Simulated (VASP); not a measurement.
## A VASP 6.6.1 single-point calculation on InAs

INCAR

```
GGA = PE
IBRION = -1
NSW = 0
LWAVE = .FALSE.
ISMEAR = -1
LASPH = .TRUE.
NELM = 74
ISIF = 2
SIGMA = 0.02
NBANDS = 16
LREAL = .FALSE.
LCHARG = .FALSE.
ENCUT = 520
EDIFF = 1E-7
PREC = Normal
```

KPOINTS

```
KPOINTS created by Atomic Simulation Environment
0
Gamma
8 8 8
0 0 0
```

POSCAR

```
In As
 1.0000000000000000
     0.0000000000000000    3.0851363778000001    3.0212965019000002
     3.0851363778000001    0.0000000000000000    3.0212965019000002
     3.0851363778000001    3.0851363778000001    0.0000000000000000
 In  As
   1   1
Cartesian
  0.0000000000000000  0.0000000000000000  0.0000000000000000
  1.5425681889000000  1.5425681889000000  1.5106482509500001
```

The recommended PBE PAW datasets give the neutral cell 18 valence electrons.

Command

```
mpirun -np 1 vasp_std
```

OSZICAR

```
N       E                     dE             d eps       ncg     rms          rms(c)
DAV:   1     0.111762791905E+03    0.11176E+03   -0.83219E+03  1904   0.120E+03
DAV:   2    -0.476357759975E+00   -0.11224E+03   -0.10722E+03  2040   0.286E+02
DAV:   3    -0.777580419026E+01   -0.72994E+01   -0.72653E+01  2416   0.732E+01
DAV:   4    -0.796149342582E+01   -0.18569E+00   -0.18562E+00  2352   0.133E+01
DAV:   5    -0.797033202216E+01   -0.88386E-02   -0.88385E-02  2792   0.241E+00    0.425E+00
DAV:   6    -0.772621682401E+01    0.24412E+00   -0.37176E-01  2968   0.985E+00    0.237E+00
DAV:   7    -0.770419455784E+01    0.22022E-01   -0.10905E-01  2624   0.281E+00    0.712E-01
DAV:   8    -0.770541783396E+01   -0.12233E-02   -0.12504E-02  2376   0.126E+00    0.173E-01
DAV:   9    -0.770604242059E+01   -0.62459E-03   -0.97022E-04  2336   0.276E-01    0.103E-01
DAV:  10    -0.770619931185E+01   -0.15689E-03   -0.17838E-04  2560   0.177E-01    0.574E-02
DAV:  11    -0.770624762646E+01   -0.48315E-04   -0.11323E-04  2176   0.109E-01    0.383E-02
DAV:  12    -0.770624834641E+01   -0.71994E-06   -0.59222E-06  2288   0.246E-02    0.775E-03
DAV:  13    -0.770624872072E+01   -0.37431E-06   -0.17809E-06  2392   0.731E-03    0.325E-03
DAV:  14    -0.770624879059E+01   -0.69873E-07   -0.11230E-07  2320   0.283E-03
   1 F= -.77062488E+01 E0= -.77062154E+01  d E =-.668468E-04
```

From OUTCAR

```
k-points           NKPTS =     59   k-points in BZ     NKDIM =     59   number of bands    NBANDS=     16

   NELECT =      18.0000    total number of electrons

   dimension x,y,z NGX =    24 NGY =   24 NGZ =   24
   dimension x,y,z NGXF=    48 NGYF=   48 NGZF=   48

  energy-cutoff  :      520.00
  volume of cell :       57.51
      direct lattice vectors                 reciprocal lattice vectors
     0.000000000  3.085136378  3.021296502    -0.162067390  0.162067390  0.165491867
     3.085136378  0.000000000  3.021296502     0.162067390 -0.162067390  0.165491867
     3.085136378  3.085136378  0.000000000     0.162067390  0.162067390 -0.165491867

 k-points in reciprocal lattice and weights: KPOINTS created by Atomic Simulation Env
   0.00000000  0.00000000  0.00000000       0.002
   0.12500000  0.00000000  0.00000000       0.016
   0.25000000  0.00000000  0.00000000       0.016
   0.37500000  0.00000000  0.00000000       0.016
   0.50000000  0.00000000  0.00000000       0.008
   0.12500000  0.12500000  0.00000000       0.004
   0.25000000  0.12500000  0.00000000       0.016
   0.37500000  0.12500000  0.00000000       0.016
   ...

 E-fermi :   4.1394

 k-point     1 :       0.0000    0.0000    0.0000
  band No.  band energies     occupation
      1     -10.2031      2.00000
      2     -10.2031      2.00000
      3     -10.1962      2.00000
      4     -10.0928      2.00000
      5     -10.0892      2.00000
      6      -7.4951      2.00000
      7       3.7161      2.00000
      8       4.0847      1.87792
      9       4.0847      1.87791
     10       4.1784      0.24853
     11       7.9788      0.00000
     12       8.0207      0.00000
     13       8.0207      0.00000
     14      11.4894      0.00000
     15      13.5245      0.00000
     16      13.8490      0.00000

 k-point     2 :       0.1250    0.0000    0.0000
  band No.  band energies     occupation
      1     -10.2178      2.00000
      2     -10.1980      2.00000
      3     -10.1932      2.00000
      4     -10.0931      2.00000
      5     -10.0890      2.00000
      6      -7.3452      2.00000
      7       2.2025      2.00000
      8       3.8991      1.99999
      9       3.9739      1.99949
     10       5.0949      0.00000
     11       8.1072      0.00000
     12       8.2809      0.00000
     13       8.2851      0.00000
     14      12.3007      0.00000
     15      12.7483      0.00000
     16      12.9666      0.00000

 k-point     3 :       0.2500    0.0000    0.0000
  band No.  band energies     occupation
      1     -10.2556      2.00000
      2     -10.1870      2.00000
      3     -10.1826      2.00000
      4     -10.0924      2.00000
      5     -10.0872      2.00000
      6      -6.9354      2.00000
      7       0.4874      2.00000
      8       3.5303      2.00000
      9       3.6303      2.00000
     10       5.2604      0.00000
     11       8.6722      0.00000
     12       8.6969      0.00000
     13       9.1707      0.00000
     14      12.3829      0.00000
     15      12.5808      0.00000
     16      12.7120      0.00000

 ...

  Total        0.4841892      0.4841892      0.7088888      0.0000000     -0.0000000      0.0000000
  in kB       13.4881868     13.4881868     19.7477036      0.0000000     -0.0000000      0.0000000
  external PRESSURE =      15.5746924 kB  Pullay stress =       0.0000000 kB

 POSITION                                       TOTAL-FORCE (eV/Angst)
 -----------------------------------------------------------------------------------
      0.00000      0.00000      0.00000         0.000000      0.000000      0.000000
      1.54257      1.54257      1.51065        -0.000000     -0.000000      0.000000
 -----------------------------------------------------------------------------------
    total drift:                                0.000000      0.000000      0.000000

  FREE ENERGIE OF THE ION-ELECTRON SYSTEM (eV)
  ---------------------------------------------------
  free  energy   TOTEN  =        -7.7062487906 eV

  energy  without entropy=       -7.7061819438  energy(sigma->0) =       -7.70621537
```

It converged. Results: gap between bands v and c on the k mesh 0.09 eV; least direct gap on the k mesh 0.09 eV; pressure 1.6 GPa. Band v is the last that the valence electrons fill when counted band by band, and c is the next.

For comparison, a separate PBE run of the intended cell, on usual settings and not on those above, gives a gap of 0.09 eV on its mesh and a pressure of 1.6 GPa.

The run above took about 26 s on one core of a shared host (Intel Xeon Platinum 8488C) and held 0.18 GiB at most.
